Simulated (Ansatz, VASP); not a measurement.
**Two plane-wave programs on B**

Contents of INCAR:

```
SYSTEM = B
ALGO     = Normal         ! electronic algorithm
EDIFF    = 1E-7           ! SCF threshold, eV
ENCUT    = 520            ! plane-wave cutoff, eV
GGA      = PE             ! functional
ISIF     = 2              ! what is computed and relaxed
ISMEAR   = -1             ! smearing method
LASPH    = .True.         ! aspherical terms in the spheres
LCHARG   = .False.        ! write CHGCAR
LREAL    = .False.        ! projectors in reciprocal space
LWAVE    = .False.        ! write WAVECAR
NBANDS   = 8              ! bands
NELM     = 60             ! most SCF steps
PREC     = Accurate       ! precision mode
SIGMA    = 0.05           ! smearing width, eV
```

File KPOINTS:

```
k-points
0
Gamma
  14 14 14
  0 0 0
```

POSCAR

```
B
1.0
    1.9222148773      0.0000000000      0.0000000000
    0.0000000000      1.9222148773      0.0000000000
    0.0000000000      0.0000000000      1.9222148773
B
1
Direct
    0.5000000000      0.5000000000      0.5000000000
```

The input input.yaml:

```yaml
crystal:
  lattice:
    - [1.9222148773, 0.0, 0.0]
    - [0.0, 1.9222148773, 0.0]
    - [0.0, 0.0, 1.9222148773]
  atoms:
    - { symbol: B, position: [0.5, 0.5, 0.5] }
hamiltonian:
  xc: pbe
  pseudopotentials: { kind: paw }
kpoints:
  mp_grid: { grid: [14, 14, 14] }
scf:
  occupations: { method: fermi_dirac, width: 0.05 }
output:
  forces: true
  stress: true
  eigenvalues: true
  write_density: true
  write_potential: true
  elf: true
  volumetric_format: npy
```

Change from the starting cell: volume scaled by 1.06.

Alike in both runs: task single point; functional PBE; k mesh 14 × 14 × 14; occupations fermi-dirac, width 0.05 eV; no spin polarisation.

|  | VASP | Ansatz |
| --- | --- | --- |
| version | VASP 6.6.1 | Ansatz 0.2.0 |
| potentials or method | VASP PAW PBE potentials, release 64 (B) | Ansatz PAW |
| plane-wave cutoff (eV) | 520 | 420 |
| valence electrons in the cell | 3 | 3 |

|  | VASP | Ansatz | Ansatz less VASP |
| --- | --- | --- | --- |
| gap on the k mesh at the Fermi level (eV) | none | none | - |
| pressure (GPa) | -11.9 | -11.9 | -0.03 |

A gap of «none» marks a metal or a gap that the smearing closes.
